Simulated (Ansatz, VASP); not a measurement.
# One calculation of Zr, two programs

INCAR

```
SYSTEM = Zr
PREC     = Accurate       ! precision mode
ENCUT    = 520            ! plane-wave cutoff, eV
EDIFF    = 1E-6           ! SCF threshold, eV
ISMEAR   = 1              ! smearing method
SIGMA    = 0.03           ! smearing width, eV
LREAL    = .FALSE.        ! projectors in reciprocal space
LASPH    = .TRUE.         ! aspherical terms in the spheres
NELM     = 100            ! most SCF steps
ALGO     = Normal         ! electronic algorithm
ISIF     = 2              ! what is computed and relaxed
LWAVE    = .FALSE.        ! write WAVECAR
LCHARG   = .TRUE.         ! write CHGCAR
GGA      = CA             ! functional
LELF     = .TRUE.         ! ELF
LVHAR    = .TRUE.       
NBANDS   = 19             ! bands
```

The input KPOINTS:

```
Automatic mesh
0
G
  12 12 6
  0 0 0
```

Contents of POSCAR:

```
Zr
1.0
    3.1439658570      0.0000000000      0.0000000000
   -1.5719829285      2.7227543008      0.0000000000
    0.0000000000      0.0000000000      5.0894642375
Zr
2
Direct
    0.3333333333      0.6666666667      0.2500000000
    0.6666666667      0.3333333333      0.7500000000
```

Input for Ansatz:

```yaml
crystal:
  lattice:
    - [3.143965857, 0.0, 0.0]
    - [-1.5719829285, 2.7227543008, 0.0]
    - [0.0, 0.0, 5.0894642375]
  atoms:
    - { symbol: Zr, position: [0.3333333333, 0.6666666667, 0.25] }
    - { symbol: Zr, position: [0.6666666667, 0.3333333333, 0.75] }
hamiltonian:
  xc: lda
  pseudopotentials:
    kind: paw
    azcp:
      Zr: "pseudopotentials/Zr.paw.azcp"
basis:
  ecutwfc: 420
  fft_grid_basis: typed
kpoints:
  mp_grid: { grid: [12, 12, 6], shift: [0, 0, 0] }
magnetization:
  spin_polarized: false
scf:
  occupations: { method: methfessel_paxton, width: 0.03 }
  lower_state_search: "off"
output:
  stress: true
  write_density: true
  write_potential: true
  elf: true
  volumetric_format: npy
```

Alike in both runs: task single point; functional LDA; k mesh 12 × 12 × 6; occupations methfessel-paxton of order 1, width 0.03 eV; no spin polarisation.

|  | VASP | Ansatz |
| --- | --- | --- |
| version | VASP 6.6.1 | Ansatz 0.2.0 |
| potentials or method | VASP PAW LDA potentials, release 64 (Zr_sv) | plane waves (420 eV) with PAW, scalar-relativistic |
| plane-wave cutoff (eV) | 520 | 420 |
| valence electrons in the cell | 24 | 24 |

|  | VASP | Ansatz | Ansatz less VASP |
| --- | --- | --- | --- |
| pressure (GPa) | 0.1 | -0.1 | -0.14 |
| largest component of the traceless stress (GPa) | 0.50 | 0.53 | +0.035 |

Ansatz warned: «pseudo_functional_mismatch».
